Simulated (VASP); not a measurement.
# InP (Fm-3m) in VASP: a series of runs, part 2 of 2

VASP 6.6.1. The steps go on from the part before.

**5. Single point, PBEsol**

INCAR

```
SYSTEM = InP
PREC = Accurate ; ENCUT = 600
EDIFF = 1E-6 ; ISMEAR = 0
SIGMA = 0.05 ; LREAL = .FALSE.
LASPH = .TRUE. ; NELM = 100
ALGO = Normal ; ISIF = 2
LWAVE = .FALSE. ; LCHARG = .FALSE.
GGA = PS ; ADDGRID = .FALSE.
```

KPOINTS

```
regular mesh
0
G
  5 5 5
  0 0 0
```

POSCAR

```
InP
1.0
    0.0000000000      2.7688340000      2.7688340000
    2.7688340000      0.0000000000      2.7688340000
    2.7688340000      2.7688340000      0.0000000000
In P
1 1
Direct
    0.0000000000      0.0000000000      0.0000000000
    0.5000000000      0.5000000000      0.5000000000
```

Potentials or basis: VASP PAW PBE potentials, release 64 (In_d, P).

On the command line:

```bash
$ cat potpaw_PBE.64/In_d/POTCAR potpaw_PBE.64/P/POTCAR > POTCAR
$ mpirun -np 1 vasp_std > vasp.out
```

OUTCAR:

```text
SYSTEM = InP
   PREC = Accurate
   ENCUT = 600
   EDIFF = 1E-6
   ISMEAR = 0
   LREAL = .FALSE.
   LASPH = .TRUE.
   NELM = 100
   ISIF = 2
   GGA = PS

 Found     10 irreducible k-points:

 Following reciprocal coordinates:
            Coordinates               Weight
  0.000000  0.000000  0.000000      1.000000
  0.200000  0.000000  0.000000      8.000000
  0.400000  0.000000  0.000000      8.000000
  0.200000  0.200000  0.000000      6.000000
  0.400000  0.200000  0.000000     24.000000
 -0.400000  0.200000  0.000000     24.000000
   k-points           NKPTS =     10   k-points in BZ     NKDIM =     10   number of bands    NBANDS=     13
   number of dos      NEDOS =    301   number of ions     NIONS =      2
   total plane-waves  NPLWV =  32768
   dimension x,y,z NGX =    32 NGY =   32 NGZ =   32
   dimension x,y,z NGXF=    64 NGYF=   64 NGZF=   64
   ions per type =               1   1
   NGX,Y,Z   is equivalent  to a cutoff of  13.59, 13.59, 13.59 a.u.
   NGXF,Y,Z  is equivalent  to a cutoff of  27.17, 27.17, 27.17 a.u.
 SYSTEM =  InP
   PREC   = accura    normal or accurate (medium, high low for compatibility)
   ISTART =      0    job   : 0-new  1-cont  2-samecut
   ICHARG =      2    charge: 1-file 2-atom 10-const
   ISPIN  =      1    spin polarized calculation?
   LNONCOLLINEAR =      F non collinear calculations
   LSORBIT =      F    spin-orbit coupling
   LASPH  =      T    aspherical Exc in radial PAW
   ENCUT  =  600.0 eV  44.10 Ry    6.64 a.u.   7.82  7.82  7.82*2*pi/ulx,y,z
[... 71 lines left out ...]
     13      13.9930      0.00000
[... 66 lines left out ...]
  band No.  band energies     occupation
      1      -7.3399      2.00000
      2      -7.2454      2.00000
      3      -7.1780      2.00000
      4      -7.1332      2.00000
      5      -7.1050      2.00000
      6      -2.5945      2.00000
      7       0.7786      2.00000
      8       4.4600      2.00000
      9       6.3110      2.00000
     10       8.5028      0.00000
     11      11.6562      0.00000
     12      11.6863      0.00000
     13      14.3201      0.00000

 [... further k-points ...]

------------------------ aborting loop because EDIFF is reached ----------------------------------------

  FORCE on cell =-STRESS in cart. coord.  units (eV):
  Direction    XX          YY          ZZ          XY          YZ          ZX
  --------------------------------------------------------------------------------------
  -------------------------------------------------------------------------------------
  Total       -0.8293897     -0.8293897     -0.8293897      0.0000000      0.0000000     -0.0000000
  in kB      -31.3002973    -31.3002973    -31.3002973      0.0000000      0.0000000     -0.0000000
  external PRESSURE =     -31.3002973 kB  Pullay stress =       0.0000000 kB

 VOLUME and BASIS-vectors are now :
 -----------------------------------------------------------------------------
  energy-cutoff  :      600.00
  volume of cell :       42.45
      direct lattice vectors                 reciprocal lattice vectors
     0.000000000  2.768834000  2.768834000    -0.180581429  0.180581429  0.180581429
     2.768834000  0.000000000  2.768834000     0.180581429 -0.180581429  0.180581429
     2.768834000  2.768834000  0.000000000     0.180581429  0.180581429 -0.180581429

 POSITION                                       TOTAL-FORCE (eV/Angst)
 -----------------------------------------------------------------------------------
      0.00000      0.00000      0.00000         0.000000      0.000000     -0.000000
      2.76883      2.76883      2.76883         0.000000     -0.000000      0.000000
 -----------------------------------------------------------------------------------
    total drift:                                0.000000     -0.000000     -0.000000

  FREE ENERGIE OF THE ION-ELECTRON SYSTEM (eV)
  ---------------------------------------------------
  free  energy   TOTEN  =        -8.7556545730 eV

  energy  without entropy=       -8.7522224888  energy(sigma->0) =       -8.75393853
```

OSZICAR:

```text
N       E                     dE             d eps       ncg     rms          rms(c)
DAV:   1     0.120909992418E+03    0.12091E+03   -0.96183E+03   260   0.180E+03
DAV:   2    -0.262313567017E+00   -0.12117E+03   -0.11745E+03   260   0.365E+02
DAV:   3    -0.881853112648E+01   -0.85562E+01   -0.84719E+01   353   0.957E+01
DAV:   4    -0.901960925213E+01   -0.20108E+00   -0.20016E+00   308   0.143E+01
DAV:   5    -0.902745072665E+01   -0.78415E-02   -0.78407E-02   409   0.267E+00    0.457E+00
DAV:   6    -0.877266897720E+01    0.25478E+00   -0.54513E-01   347   0.150E+01    0.257E+00
DAV:   7    -0.875776342209E+01    0.14906E-01   -0.91513E-02   375   0.343E+00    0.100E+00
DAV:   8    -0.875570834571E+01    0.20551E-02   -0.53845E-03   325   0.108E+00    0.198E-01
DAV:   9    -0.875564477255E+01    0.63573E-04   -0.32466E-04   375   0.276E-01    0.860E-02
DAV:  10    -0.875565185191E+01   -0.70794E-05   -0.20960E-05   373   0.482E-02    0.434E-02
DAV:  11    -0.875565442578E+01   -0.25739E-05   -0.46927E-06   290   0.280E-02    0.694E-03
DAV:  12    -0.875565457303E+01   -0.14725E-06   -0.43267E-07   155   0.119E-02
   1 F= -.87556546E+01 E0= -.87539385E+01  d E =-.343208E-02
```

Wall time 13 s (1 thread of Intel Xeon Platinum 8488C (Sapphire Rapids), shared host); peak memory 0.16 GiB.

The run converged, but some of its settings lie outside the range that counts as converged, so its numbers aren't taken as properties of the crystal.

Results:

- Free energy: -8.7557 eV
- Pressure: -3.1 GPa
- Band gap on the k mesh: none (metal or under the smearing width)

Caveat: the k mesh is coarse (spacing up to 0.39 Å⁻¹), so the values aren't converged; the PAW data sets were made with another functional, which shifts forces and pressure a little.

**6. Single point, PBEsol**

Changes to INCAR since step 5:

```diff
@@ -1,3 +1,3 @@
 SYSTEM = InP
-PREC = Accurate ; ENCUT = 600
+PREC = Accurate ; ENCUT = 250
 EDIFF = 1E-6 ; ISMEAR = 0
```

KPOINTS

```
regular mesh
0
G
  9 9 9
  0 0 0
```

POSCAR is that of step 5.

Potentials or basis: VASP PAW PBE potentials, release 64 (In_d, P).

On the command line:

```bash
$ cat potpaw_PBE.64/In_d/POTCAR potpaw_PBE.64/P/POTCAR > POTCAR
$ mpirun -np 1 vasp_std > vasp.out
```

OUTCAR:

```text
SYSTEM = InP
   PREC = Accurate
   ENCUT = 250
   EDIFF = 1E-6
   ISMEAR = 0
   LREAL = .FALSE.
   LASPH = .TRUE.
   NELM = 100
   ISIF = 2
   GGA = PS

 Found     35 irreducible k-points:

 Following reciprocal coordinates:
            Coordinates               Weight
  0.000000  0.000000  0.000000      1.000000
  0.111111  0.000000  0.000000      8.000000
  0.222222  0.000000  0.000000      8.000000
  0.333333  0.000000  0.000000      8.000000
  0.444444  0.000000  0.000000      8.000000
  0.111111  0.111111  0.000000      6.000000
   k-points           NKPTS =     35   k-points in BZ     NKDIM =     35   number of bands    NBANDS=     13
   number of dos      NEDOS =    301   number of ions     NIONS =      2
   total plane-waves  NPLWV =   8000
   dimension x,y,z NGX =    20 NGY =   20 NGZ =   20
   dimension x,y,z NGXF=    40 NGYF=   40 NGZF=   40
   ions per type =               1   1
   NGX,Y,Z   is equivalent  to a cutoff of   8.49,  8.49,  8.49 a.u.
   NGXF,Y,Z  is equivalent  to a cutoff of  16.98, 16.98, 16.98 a.u.
 SYSTEM =  InP
   PREC   = accura    normal or accurate (medium, high low for compatibility)
   ISTART =      0    job   : 0-new  1-cont  2-samecut
   ICHARG =      2    charge: 1-file 2-atom 10-const
   ISPIN  =      1    spin polarized calculation?
   LNONCOLLINEAR =      F non collinear calculations
   LSORBIT =      F    spin-orbit coupling
   LASPH  =      T    aspherical Exc in radial PAW
   ENCUT  =  250.0 eV  18.37 Ry    4.29 a.u.   5.05  5.05  5.05*2*pi/ulx,y,z
   NELM   =    100;   NELMIN=  2; NELMDL= -5     # of ELM steps
   EDIFF  = 0.1E-05   stopping-criterion for ELM
   LREAL  =      F    real-space projection
   EDIFFG = 0.1E-04   stopping-criterion for IOM
   NSW    =      0    number of steps for IOM
   IBRION =     -1    ionic relax: 0-MD 1-quasi-New 2-CG
   NFREE  =      0    steps in history (QN), initial steepest desc. (CG)
   ISIF   =      2    stress and relaxation
   ISYM   =      2    0-nonsym 1-usesym 2-fastsym
   POTIM  = 0.5000    time-step for ionic-motion
   TEBEG  =    0.0;   TEEND  =   0.0 temperature during run
   PSTRESS=    0.0 pullay stress
   NELECT =      18.0000    total number of electrons
   NUPDOWN=      -1.0000    fix difference up-down
   EMIN   =  10.00;   EMAX   =-10.00  energy-range for DOS
   EFERMI =   0.00;   METHOD = LEGACY
   ISMEAR =     0;   SIGMA  =   0.05  broadening in eV -4-tet -1-fermi 0-gaus
   EFERMI_NEDOS =   21; number of points for ismear=-14 and -15
   IALGO  =     38    algorithm
   IMIX   =      4    mixing-type and parameters
     AMIX     =   0.40;   BMIX     =  1.00
[... 20 lines left out ...]
 Free energy of the ion-electron system (eV)
  ---------------------------------------------------
  ext. energy  EPLUGINS =         0.00000000
  ---------------------------------------------------
  free energy    TOTEN  =        -8.78136862 eV

  energy without entropy =       -8.78037230  energy(sigma->0) =       -8.78087046

 E-fermi :   6.9234     XC(G=0): -10.5545

 val. band max:        6.9116550093   @ k =   0.3333   0.0000   0.0000
 cond. band min:       7.0072547950   @ k =  -0.1111   0.1111   0.0000
 fundamental gap:      0.0955997857
 Fermi energy:         6.9234085618

 k-point     1 :       0.0000    0.0000    0.0000
  band No.  band energies     occupation
      1      -7.1598      2.00000
      2      -7.1598      2.00000
      3      -7.1379      2.00000
      4      -7.1379      2.00000
      5      -7.1379      2.00000
      6      -5.1109      2.00000
      7       6.6475      2.00000
      8       6.6475      2.00000
      9       6.6475      2.00000
     10       7.3902      0.00000
     11      14.0224      0.00000
     12      14.0224      0.00000
     13      14.0224      0.00000
[... 66 lines left out ...]
  band No.  band energies     occupation
      1      -7.1821      2.00000
      2      -7.1544      2.00000
      3      -7.1448      2.00000
      4      -7.1257      2.00000
      5      -7.1257      2.00000
      6      -4.9005      2.00000
      7       5.2528      2.00000
      8       6.3492      2.00000
      9       6.3492      2.00000
     10       9.1217      0.00000
     11      12.5514      0.00000
     12      13.0925      0.00000
     13      13.9465      0.00000

 [... further k-points ...]

------------------------ aborting loop because EDIFF is reached ----------------------------------------

  FORCE on cell =-STRESS in cart. coord.  units (eV):
  Direction    XX          YY          ZZ          XY          YZ          ZX
  --------------------------------------------------------------------------------------
  -------------------------------------------------------------------------------------
  Total       -0.9483552     -0.9483552     -0.9483552      0.0000000     -0.0000000     -0.0000000
  in kB      -35.7899312    -35.7899312    -35.7899312      0.0000000     -0.0000000     -0.0000000
  external PRESSURE =     -35.7899312 kB  Pullay stress =       0.0000000 kB

 VOLUME and BASIS-vectors are now :
 -----------------------------------------------------------------------------
  energy-cutoff  :      250.00
  volume of cell :       42.45
      direct lattice vectors                 reciprocal lattice vectors
     0.000000000  2.768834000  2.768834000    -0.180581429  0.180581429  0.180581429
     2.768834000  0.000000000  2.768834000     0.180581429 -0.180581429  0.180581429
     2.768834000  2.768834000  0.000000000     0.180581429  0.180581429 -0.180581429

 POSITION                                       TOTAL-FORCE (eV/Angst)
 -----------------------------------------------------------------------------------
      0.00000      0.00000      0.00000        -0.000000      0.000000      0.000000
      2.76883      2.76883      2.76883         0.000000     -0.000000     -0.000000
 -----------------------------------------------------------------------------------
    total drift:                                0.000000     -0.000000     -0.000000

  FREE ENERGIE OF THE ION-ELECTRON SYSTEM (eV)
  ---------------------------------------------------
  free  energy   TOTEN  =        -8.7813686214 eV

  energy  without entropy=       -8.7803722975  energy(sigma->0) =       -8.78087046
```

OSZICAR:

```text
N       E                     dE             d eps       ncg     rms          rms(c)
DAV:   1     0.818924809480E+02    0.81892E+02   -0.59172E+03   936   0.938E+02
DAV:   2    -0.494640412310E+01   -0.86839E+02   -0.84534E+02   975   0.250E+02
DAV:   3    -0.897683503902E+01   -0.40304E+01   -0.39380E+01  1183   0.593E+01
DAV:   4    -0.905460233279E+01   -0.77767E-01   -0.77639E-01  1120   0.863E+00
DAV:   5    -0.905709467073E+01   -0.24923E-02   -0.24922E-02  1206   0.131E+00    0.477E+00
DAV:   6    -0.879608597638E+01    0.26101E+00   -0.56139E-01  1269   0.134E+01    0.275E+00
DAV:   7    -0.878409996259E+01    0.11986E-01   -0.65118E-02  1198   0.256E+00    0.116E+00
DAV:   8    -0.878144158810E+01    0.26584E-02   -0.47313E-03  1040   0.884E-01    0.142E-01
DAV:   9    -0.878136043860E+01    0.81150E-04   -0.34643E-04  1352   0.305E-01    0.728E-02
DAV:  10    -0.878136699485E+01   -0.65563E-05   -0.24210E-05  1036   0.405E-02    0.318E-02
DAV:  11    -0.878136845276E+01   -0.14579E-05   -0.46215E-06  1060   0.227E-02    0.372E-03
DAV:  12    -0.878136862139E+01   -0.16863E-06   -0.41659E-07   565   0.115E-02
   1 F= -.87813686E+01 E0= -.87808705E+01  d E =-.996324E-03
```

It took 9.7 s on 1 thread of Intel Xeon Platinum 8488C (Sapphire Rapids), shared host; peak memory 0.12 GiB.

The run converged, but a check on its numbers failed (symmetry, net force, bounds or a known fault of this set-up), so they aren't taken as properties of the crystal.

Caveat: the cutoff lies under the usual one of these potentials, so the numbers hold a large basis-set error; the PAW data sets were made with another functional, which shifts forces and pressure a little.

**7. For comparison**

An earlier run on the cell as given: functional PBE; potentials or basis VASP PAW PBE potentials, release 64 (In_d, P); cutoff 520 eV; k mesh 8 × 8 × 8; occupations fermi-dirac, width 0.05 eV; no spin polarisation.

- Pressure: -0.1 GPa
- Band gap on the k mesh: none (metal or under the smearing width)
